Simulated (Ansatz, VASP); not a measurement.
## BAs in VASP and in Ansatz

POSCAR

```
BAs
1.0
    0.0000000000      2.3677056766      2.3677056766
    2.3677056766      0.0000000000      2.3677056766
    2.3677056766      2.3677056766      0.0000000000
B As
1 1
Direct
    0.0000000000      0.0000000000      0.0000000000
    0.2500000000      0.2500000000      0.2500000000
```

File INCAR.step1:

```
PREC = Accurate ; ENCUT = 520
ISMEAR = 0 ; SIGMA = 0.01
LREAL = F ; LASPH = T
NELM = 100 ; NBANDS = 11
GGA = PE ; ALGO = Normal
EDIFF = 1E-4 ; LWAVE = T
LCHARG = F
```

File INCAR.step2:

```
PREC = Accurate ; ENCUT = 520
EDIFF = 1E-7 ; ISMEAR = 0
SIGMA = 0.01 ; LREAL = F
LASPH = T ; NELM = 100
ALGO = Normal ; ISIF = 2
LWAVE = F ; LCHARG = F
METAGGA = R2SCAN ; LMIXTAU = T
NBANDS = 11 ; ISTART = 1
```

KPOINTS

```
Automatic mesh
0
Gamma
  8 8 8
```

Input for Ansatz:

```yaml
crystal:
  lattice:
    - [0.0, 2.3677056766, 2.3677056766]
    - [2.3677056766, 0.0, 2.3677056766]
    - [2.3677056766, 2.3677056766, 0.0]
  atoms:
    - { symbol: B, position: [0.0, 0.0, 0.0] }
    - { symbol: As, position: [0.25, 0.25, 0.25] }
kpoints:
  mp_grid: { grid: [8, 8, 8] }
hamiltonian:
  xc: r2scan
scf:
  occupations: { method: fixed }
  n_extra_bands: 4
output:
  forces: true
  stress: true
  eigenvalues: true
```

Alike in both runs: task single point; functional r2SCAN; k mesh 8 × 8 × 8; no spin polarisation.

|  | VASP | Ansatz |
| --- | --- | --- |
| version | VASP 6.6.1 | Ansatz 0.2.0 |
| potentials or method | VASP PAW PBE potentials, release 64 (B, As) | plane waves, PAW |
| plane-wave cutoff (eV) | 520 | 500 |
| occupations | gaussian, width 0.01 eV | fixed |
| valence electrons in the cell | 8 | 18 |

Ansatz gave:

| Quantity | Value |
| --- | --- |
| gap on the k mesh at the Fermi level (eV) | 1.36 |
| pressure (GPa) | 4.6 |

Question: What did VASP give for the same quantities?

Answer: gap on the k mesh at the Fermi level (eV): 1.35; pressure (GPa): 4.9.

The two sets of potentials don't hold the same shells in valence.

Caveats: the PAW data sets were made with another functional, which shifts forces and pressure a little (VASP). A k mesh can miss the band edges. r2SCAN opens gaps a little over a GGA but as a rule still falls short of measured ones.
